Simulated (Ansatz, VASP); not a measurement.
**AlN in VASP and in Ansatz**

Contents of INCAR:

```
ALGO = Normal
EDIFF = 1E-6
ENCUT = 520
GGA = PE
ISIF = 2
ISMEAR = 0
LASPH = T
LCHARG = F
LREAL = F
LWAVE = F
NBANDS = 11
NELM = 80
PREC = Accurate
SIGMA = 0.05
```

The input KPOINTS:

```
k-points
0
Gamma
  10 10 10
```

File POSCAR:

```
AlN
1.0
    0.0000000000      2.3725742855      1.8506079427
    2.3725742855      0.0000000000      1.8506079427
    2.3725742855      2.3725742855      0.0000000000
Al N
1 1
Direct
    0.0000000000      0.0000000000      0.0000000000
    0.7500000000      0.7500000000      0.7500000000
```

Input for Ansatz:

```yaml
crystal:
  lattice:
    - [0.0, 2.3725742855, 1.8506079427]
    - [2.3725742855, 0.0, 1.8506079427]
    - [2.3725742855, 2.3725742855, 0.0]
  atoms:
    - { symbol: Al, position: [0.0, 0.0, 0.0] }
    - { symbol: "N", position: [0.75, 0.75, 0.75] }
basis:
  ecutwfc: 420
kpoints:
  mp_grid: { grid: [10, 10, 10] }
hamiltonian:
  xc: pbe
scf:
  occupations: { method: gaussian, width: 0.05 }
output:
  forces: true
  stress: true
  eigenvalues: true
```

Alike in both runs: task single point; functional PBE; k mesh 10 × 10 × 10; occupations gaussian, width 0.05 eV; no spin polarisation.

|  | VASP | Ansatz |
| --- | --- | --- |
| version | VASP 6.6.1 | Ansatz 0.2.0 |
| potentials or method | VASP PAW PBE potentials, release 64 (Al, N) | scalar-relativistic, plane waves, PAW |
| plane-wave cutoff (eV) | 520 | 420 |
| valence electrons in the cell | 8 | 8 |

Ansatz gave:

| Property | Result |
| --- | --- |
| gap on the k mesh at the Fermi level (eV) | 2.74 |
| least direct gap on the mesh (eV) | 3.47 |
| pressure (GPa) | -0.7 |
| largest component of the traceless stress (GPa) | 10.85 |

Problem. Estimate VASP's values.

Solution. gap on the k mesh at the Fermi level (eV): 2.72; least direct gap on the mesh (eV): 3.48; pressure (GPa): -1.0; largest component of the traceless stress (GPa): 10.96.

The functional is the same, so the differences come from potentials, cutoffs and numerics.

A k mesh can miss the band edges. PBE gaps usually lie below the measured ones, often by a third to a half.
